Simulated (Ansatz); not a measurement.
**Ga: eigenvalues along the path**

```
CELL_PARAMETERS angstrom
2.23624 -3.81112 -0.00784
2.27446 3.83368 0.03039
0.02258 0.02258 4.51670
ATOMIC_POSITIONS crystal
Ga 0.15250 0.84750 0.07850
Ga 0.65250 0.34750 0.42150
Ga 0.84750 0.15250 0.92150
Ga 0.34750 0.65250 0.57850
```

Atom numbers follow the list: Ga1, Ga2, Ga3, Ga4.

The cell is COD entry 9008562, as deposited and not checked against the literature; nothing was relaxed. The listed cell was then made from it by scaling, straining or moving an atom.

These are results of DFT, PBE, all-electron LAPW, scalar-relativistic in Ansatz 0.2.0, not measurements.

The runs use a Γ-centred 9×9×8 k mesh, Fermi–Dirac smearing of 0.05 eV, basis error target 1 meV/atom, no spin polarisation.

Path points, in fractions of the reciprocal vectors: Γ (0.000, 0.000, 0.000), X (0.500, 0.000, 0.000), Y (0.000, 0.000, -0.500), Z (0.000, 0.500, 0.000), R2 (-0.500, 0.500, 0.500), T2 (0.000, 0.500, 0.500), U2 (-0.500, 0.500, 0.000). Levels in eV from the Fermi level; bands 17 to 49, counted from the lowest band of the run. The gap is zero.

```
# k(1/Å) point b17 b18 b19 b20 b21 b22 b23 b24 b25 b26 b27 b28 b29 b30 b31 b32 b33 b34 b35 b36 b37 b38 b39 b40 b41 b42 b43 b44 b45 b46 b47 b48 b49
0.000 Γ -15.14 -15.13 -15.13 -15.10 -15.05 -15.01 -14.97 -14.91 -14.90 -14.88 -14.87 -14.86 -14.85 -14.83 -14.79 -14.74 -14.68 -14.66 -14.66 -14.55 -11.06 -4.34 -3.68 -1.67 -1.58 -0.88 0.92 0.96 0.97 5.07 5.51 6.67 6.72
0.162 - -15.14 -15.13 -15.12 -15.10 -15.04 -15.01 -14.98 -14.93 -14.90 -14.89 -14.86 -14.85 -14.84 -14.83 -14.79 -14.73 -14.69 -14.67 -14.66 -14.55 -10.96 -4.37 -3.62 -3.07 -1.18 -0.21 -0.08 1.44 2.37 4.49 4.71 6.21 6.80
0.325 - -15.14 -15.12 -15.12 -15.11 -15.03 -15.00 -14.98 -14.97 -14.92 -14.91 -14.86 -14.83 -14.81 -14.81 -14.77 -14.71 -14.69 -14.68 -14.66 -14.56 -10.66 -4.97 -3.86 -3.47 -1.62 -0.85 1.28 2.31 3.21 3.45 4.34 5.51 6.18
0.487 - -15.14 -15.13 -15.12 -15.10 -15.04 -15.01 -14.98 -14.97 -14.96 -14.91 -14.87 -14.81 -14.79 -14.76 -14.75 -14.72 -14.71 -14.68 -14.66 -14.57 -10.16 -6.25 -3.82 -3.38 -1.77 -1.19 1.97 2.19 2.59 3.61 5.02 5.46 5.84
0.650 - -15.15 -15.14 -15.10 -15.08 -15.05 -15.04 -14.99 -14.98 -14.95 -14.89 -14.89 -14.81 -14.79 -14.74 -14.73 -14.73 -14.72 -14.68 -14.64 -14.59 -9.46 -7.49 -3.70 -3.45 -1.54 -1.23 1.11 1.23 3.53 4.06 5.04 5.57 6.14
0.812 X -15.15 -15.14 -15.08 -15.07 -15.06 -15.06 -15.00 -15.00 -14.92 -14.91 -14.85 -14.85 -14.76 -14.76 -14.72 -14.72 -14.70 -14.69 -14.62 -14.61 -8.57 -8.56 -3.59 -3.58 -1.27 -1.23 0.74 0.80 3.85 4.04 5.23 5.42 7.21
1.026 - -15.15 -15.14 -15.10 -15.07 -15.05 -15.05 -15.00 -14.97 -14.95 -14.89 -14.88 -14.81 -14.79 -14.75 -14.74 -14.72 -14.71 -14.68 -14.64 -14.59 -9.38 -7.42 -4.10 -3.37 -1.94 -1.15 1.02 2.30 3.05 3.57 5.10 5.92 6.69
1.239 - -15.15 -15.14 -15.11 -15.07 -15.04 -15.03 -14.99 -14.98 -14.94 -14.91 -14.87 -14.82 -14.79 -14.78 -14.75 -14.71 -14.70 -14.67 -14.65 -14.58 -9.86 -6.21 -5.23 -2.90 -1.88 -0.90 1.53 2.13 2.77 4.05 4.86 5.26 6.52
1.453 - -15.15 -15.13 -15.11 -15.06 -15.04 -15.02 -15.01 -14.96 -14.93 -14.92 -14.86 -14.84 -14.82 -14.80 -14.72 -14.70 -14.68 -14.68 -14.65 -14.58 -9.98 -7.12 -4.03 -2.13 -1.25 -0.49 1.35 1.83 2.45 3.49 4.32 4.59 5.73
1.666 - -15.14 -15.13 -15.10 -15.06 -15.05 -15.03 -15.01 -14.97 -14.92 -14.91 -14.87 -14.85 -14.83 -14.82 -14.70 -14.68 -14.68 -14.67 -14.66 -14.61 -9.77 -8.31 -2.08 -1.11 -0.48 -0.09 0.95 1.39 2.02 2.64 3.71 4.09 4.65
1.880 Y -15.13 -15.12 -15.08 -15.08 -15.04 -15.03 -15.01 -15.00 -14.91 -14.90 -14.87 -14.87 -14.82 -14.82 -14.69 -14.68 -14.68 -14.67 -14.65 -14.65 -9.21 -9.20 -0.19 -0.16 -0.06 -0.05 0.16 0.17 2.12 2.19 3.72 3.77 4.20
2.019 - -15.14 -15.12 -15.09 -15.06 -15.05 -15.04 -15.00 -14.97 -14.92 -14.92 -14.87 -14.85 -14.82 -14.82 -14.71 -14.68 -14.68 -14.67 -14.67 -14.62 -9.87 -8.41 -0.64 -0.43 -0.26 -0.24 0.47 0.69 1.68 2.93 3.39 4.10 4.39
2.158 - -15.15 -15.12 -15.10 -15.08 -15.04 -15.03 -14.98 -14.95 -14.94 -14.92 -14.85 -14.83 -14.83 -14.83 -14.75 -14.70 -14.68 -14.67 -14.66 -14.59 -10.39 -7.47 -1.09 -0.92 -0.76 -0.47 0.72 1.00 1.74 3.49 3.72 3.88 5.14
2.297 - -15.15 -15.11 -15.11 -15.10 -15.04 -15.01 -14.97 -14.96 -14.92 -14.91 -14.85 -14.84 -14.83 -14.82 -14.80 -14.71 -14.68 -14.66 -14.66 -14.57 -10.76 -6.42 -1.65 -1.41 -1.26 -0.69 0.72 1.04 1.71 3.69 4.13 4.92 5.93
2.436 - -15.15 -15.12 -15.12 -15.10 -15.05 -15.01 -14.97 -14.93 -14.89 -14.88 -14.88 -14.85 -14.84 -14.82 -14.80 -14.73 -14.68 -14.66 -14.66 -14.56 -10.98 -5.28 -2.74 -1.61 -1.50 -0.83 0.76 0.99 1.28 4.46 4.98 6.01 6.72
2.575 Γ -15.14 -15.13 -15.13 -15.10 -15.05 -15.01 -14.97 -14.91 -14.90 -14.88 -14.87 -14.86 -14.85 -14.83 -14.79 -14.74 -14.68 -14.66 -14.66 -14.55 -11.06 -4.34 -3.68 -1.67 -1.58 -0.88 0.92 0.96 0.97 5.07 5.51 6.67 6.72
2.736 - -15.13 -15.13 -15.12 -15.11 -15.04 -15.01 -14.98 -14.93 -14.90 -14.90 -14.86 -14.85 -14.84 -14.83 -14.79 -14.73 -14.69 -14.67 -14.66 -14.55 -10.96 -4.40 -3.61 -3.06 -1.17 -0.12 -0.09 1.42 2.30 4.42 4.71 6.26 6.80
2.897 - -15.14 -15.12 -15.12 -15.11 -15.03 -15.00 -14.98 -14.97 -14.92 -14.91 -14.86 -14.83 -14.81 -14.81 -14.77 -14.71 -14.70 -14.68 -14.66 -14.56 -10.66 -5.07 -3.76 -3.46 -1.58 -0.80 1.35 2.26 3.12 3.43 4.22 5.61 6.25
3.059 - -15.14 -15.13 -15.12 -15.10 -15.04 -15.01 -14.98 -14.97 -14.96 -14.92 -14.87 -14.81 -14.79 -14.76 -14.75 -14.72 -14.71 -14.68 -14.66 -14.57 -10.17 -6.33 -3.73 -3.34 -1.75 -1.16 1.87 2.19 2.69 3.59 5.14 5.40 5.94
3.220 - -15.15 -15.14 -15.10 -15.07 -15.05 -15.04 -14.99 -14.98 -14.94 -14.90 -14.89 -14.81 -14.79 -14.74 -14.73 -14.73 -14.72 -14.68 -14.64 -14.59 -9.48 -7.54 -3.61 -3.36 -1.56 -1.23 1.02 1.25 3.65 4.14 5.10 5.68 6.16
3.381 Z -15.15 -15.14 -15.08 -15.08 -15.06 -15.05 -15.00 -15.00 -14.91 -14.91 -14.85 -14.85 -14.77 -14.76 -14.72 -14.72 -14.70 -14.69 -14.62 -14.61 -8.60 -8.60 -3.53 -3.44 -1.36 -1.20 0.66 0.84 4.02 4.10 5.39 5.41 7.24
3.595 - -15.17 -15.13 -15.10 -15.07 -15.06 -15.03 -15.01 -14.97 -14.94 -14.90 -14.87 -14.82 -14.78 -14.76 -14.74 -14.73 -14.69 -14.67 -14.61 -14.61 -8.96 -7.91 -4.64 -3.00 -1.63 -1.20 1.10 1.87 2.35 4.20 5.27 5.75 7.36
3.809 - -15.19 -15.13 -15.11 -15.08 -15.06 -15.03 -15.01 -14.97 -14.95 -14.88 -14.86 -14.81 -14.78 -14.77 -14.76 -14.72 -14.69 -14.66 -14.62 -14.60 -8.98 -6.93 -5.59 -3.99 -1.95 -0.97 1.02 2.24 3.22 4.17 5.63 5.74 7.53
4.023 - -15.20 -15.13 -15.11 -15.09 -15.07 -15.05 -15.01 -14.96 -14.94 -14.87 -14.85 -14.81 -14.80 -14.77 -14.75 -14.71 -14.68 -14.66 -14.62 -14.59 -8.69 -6.39 -5.71 -4.89 -2.43 -2.00 1.11 2.73 3.95 4.55 5.91 6.53 7.94
4.238 - -15.19 -15.14 -15.10 -15.10 -15.07 -15.05 -15.01 -14.98 -14.91 -14.86 -14.84 -14.82 -14.79 -14.77 -14.74 -14.73 -14.68 -14.66 -14.62 -14.60 -8.14 -6.88 -5.64 -5.03 -2.70 -1.72 -0.13 1.28 5.01 6.12 7.18 7.56 8.63
4.452 R2 -15.16 -15.16 -15.10 -15.10 -15.07 -15.07 -15.00 -15.00 -14.88 -14.88 -14.82 -14.82 -14.78 -14.77 -14.76 -14.75 -14.67 -14.66 -14.62 -14.61 -7.51 -7.43 -5.56 -5.54 -1.25 -1.23 -0.88 -0.86 6.53 6.70 7.87 8.01 8.85
4.666 - -15.18 -15.14 -15.10 -15.09 -15.09 -15.06 -15.02 -14.97 -14.92 -14.87 -14.83 -14.82 -14.79 -14.76 -14.76 -14.73 -14.68 -14.66 -14.63 -14.61 -8.47 -7.07 -5.42 -4.57 -1.84 -1.10 -0.36 -0.14 4.58 6.26 7.11 7.44 8.33
4.880 - -15.18 -15.12 -15.11 -15.10 -15.06 -15.05 -15.00 -14.97 -14.95 -14.87 -14.85 -14.81 -14.80 -14.76 -14.75 -14.70 -14.69 -14.66 -14.65 -14.61 -9.55 -6.70 -4.75 -3.32 -2.11 -0.49 0.71 0.92 2.26 4.95 5.25 6.34 7.51
5.095 - -15.15 -15.12 -15.12 -15.11 -15.04 -15.03 -14.99 -14.97 -14.94 -14.90 -14.84 -14.83 -14.80 -14.79 -14.76 -14.69 -14.69 -14.68 -14.65 -14.58 -10.38 -6.09 -3.74 -2.59 -2.06 -0.02 1.00 1.76 2.24 3.94 4.03 4.60 6.86
5.309 - -15.14 -15.13 -15.12 -15.11 -15.04 -15.02 -14.98 -14.94 -14.91 -14.90 -14.85 -14.84 -14.83 -14.81 -14.78 -14.73 -14.69 -14.67 -14.66 -14.56 -10.89 -5.20 -3.06 -1.90 -1.78 -1.37 1.19 1.40 2.29 4.10 4.70 4.92 6.80
5.523 Γ -15.14 -15.13 -15.13 -15.10 -15.05 -15.01 -14.97 -14.91 -14.90 -14.88 -14.87 -14.86 -14.85 -14.83 -14.79 -14.74 -14.68 -14.66 -14.66 -14.55 -11.06 -4.34 -3.68 -1.67 -1.58 -0.88 0.92 0.96 0.97 5.07 5.51 6.67 6.72
5.735 - -15.15 -15.12 -15.11 -15.11 -15.04 -15.01 -14.98 -14.94 -14.91 -14.90 -14.87 -14.85 -14.82 -14.82 -14.79 -14.72 -14.69 -14.67 -14.66 -14.56 -10.89 -5.20 -3.19 -2.64 -1.10 -0.06 0.03 1.38 2.34 3.42 5.35 5.61 6.09
5.946 - -15.15 -15.13 -15.11 -15.08 -15.03 -15.01 -15.00 -14.96 -14.93 -14.92 -14.86 -14.84 -14.81 -14.79 -14.76 -14.70 -14.69 -14.68 -14.66 -14.57 -10.38 -6.09 -4.34 -2.31 -1.38 -0.26 1.23 1.47 2.80 3.37 4.43 5.04 5.82
6.157 - -15.16 -15.14 -15.11 -15.05 -15.05 -15.03 -15.01 -14.99 -14.94 -14.90 -14.86 -14.82 -14.81 -14.78 -14.74 -14.71 -14.69 -14.67 -14.64 -14.58 -9.53 -6.71 -5.30 -3.15 -1.58 -1.29 1.47 1.92 2.83 4.38 5.35 6.06 6.44
6.369 - -15.15 -15.15 -15.09 -15.07 -15.05 -15.04 -15.04 -15.02 -14.90 -14.87 -14.86 -14.83 -14.80 -14.78 -14.76 -14.73 -14.66 -14.66 -14.62 -14.59 -8.37 -7.05 -5.92 -4.89 -1.59 -1.54 0.82 0.94 5.02 6.44 6.80 7.17 7.43
6.580 T2 -15.15 -15.15 -15.08 -15.08 -15.05 -15.05 -15.04 -15.04 -14.86 -14.86 -14.86 -14.85 -14.78 -14.77 -14.77 -14.77 -14.65 -14.65 -14.61 -14.60 -7.31 -7.16 -6.20 -6.14 -1.56 -1.52 0.49 0.56 7.03 7.26 7.60 7.84 8.63
6.794 - -15.16 -15.15 -15.09 -15.07 -15.06 -15.05 -15.03 -15.01 -14.90 -14.86 -14.85 -14.83 -14.79 -14.77 -14.77 -14.75 -14.67 -14.65 -14.61 -14.60 -7.94 -7.04 -5.96 -5.37 -2.57 -1.64 0.86 2.08 5.12 6.28 6.52 7.22 8.89
7.007 - -15.19 -15.14 -15.10 -15.07 -15.06 -15.04 -15.02 -14.98 -14.94 -14.88 -14.85 -14.82 -14.78 -14.77 -14.76 -14.72 -14.68 -14.66 -14.61 -14.59 -8.63 -6.68 -5.69 -4.71 -2.76 -1.71 1.63 2.78 4.16 4.90 5.30 6.09 7.87
7.221 - -15.21 -15.13 -15.11 -15.08 -15.06 -15.04 -15.00 -14.97 -14.94 -14.87 -14.87 -14.83 -14.78 -14.77 -14.74 -14.70 -14.69 -14.66 -14.62 -14.60 -9.05 -6.40 -5.98 -4.07 -1.73 -1.05 0.89 1.53 3.59 4.43 4.82 6.57 7.59
7.434 - -15.22 -15.13 -15.12 -15.09 -15.08 -15.02 -14.99 -14.97 -14.92 -14.91 -14.86 -14.85 -14.80 -14.72 -14.72 -14.70 -14.67 -14.66 -14.63 -14.61 -9.22 -7.13 -5.09 -2.92 -2.32 -0.15 0.30 1.43 2.54 3.86 4.80 6.66 7.00
7.648 U2 -15.23 -15.13 -15.12 -15.09 -15.08 -15.00 -14.99 -14.96 -14.94 -14.92 -14.86 -14.85 -14.79 -14.72 -14.71 -14.70 -14.65 -14.65 -14.63 -14.63 -9.25 -7.43 -4.27 -3.24 -1.64 -1.41 1.05 1.11 3.29 3.79 4.37 5.46 7.39
```
